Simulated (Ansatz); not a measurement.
Runs of Ansatz 0.2.0 on Si3N4. Symmetry: P-43m, No. 215, cubic system. Conventional cell: a = 4.131 Å, b = 4.131 Å, c = 4.131 Å, α = 90.00°, β = 90.00°, γ = 90.00°. Around Si (site symmetry -42m) lie 4 N at 1.77 Å. N (site symmetry 3m) has 3 Si at 1.77 Å as nearest neighbours. The cell was built by a generator and needn't be a form met in nature.

```tsv
task	level	cell	k mesh	cutoff (eV)	gap on the mesh (eV)	pressure (GPa)	relaxed volume (Å³/atom)	largest force (eV/Å)
single point	PBE	as given	5 × 5 × 5	420	(a)	0.0	-	-
relaxation of cell and atoms	r2SCAN+D3(BJ)	relaxed	7 × 7 × 7	500	3.34	0.0	9.76	0.01
single point	PBE	as given	7 × 7 × 7	350	2.75	0.1	-	(b)
relaxation of cell and atoms	RPBE	relaxed	7 × 7 × 7	420	2.79	0.0	10.24	-
```

Alike in all rows: potentials or basis Ansatz PAW; no spin polarisation; smearing fermi-dirac 0.05 eV.

**Question.** Estimate the missing entries.

**Answer.** (a) 2.77; (b) 0.02.

Caveats: odd divisions of the mesh miss points on the zone boundary, where band edges often lie, so the gap on the mesh can be too wide; the plane-wave basis is chosen anew once the cell has moved, so the energies of steps on either side of that aren't comparable (some runs); the PAW data sets come from PBE, with cores solved anew for the run's functional, which leaves a small shift of forces and pressure (some runs); the dispersion damping was fitted for another functional or another form of the correction (some runs); the pressure holds a Pulay correction of +4.3 GPa for the finite cutoff (some runs); the cutoff lies under the one recommended for these potentials (some runs).

A k mesh can miss the band edges.
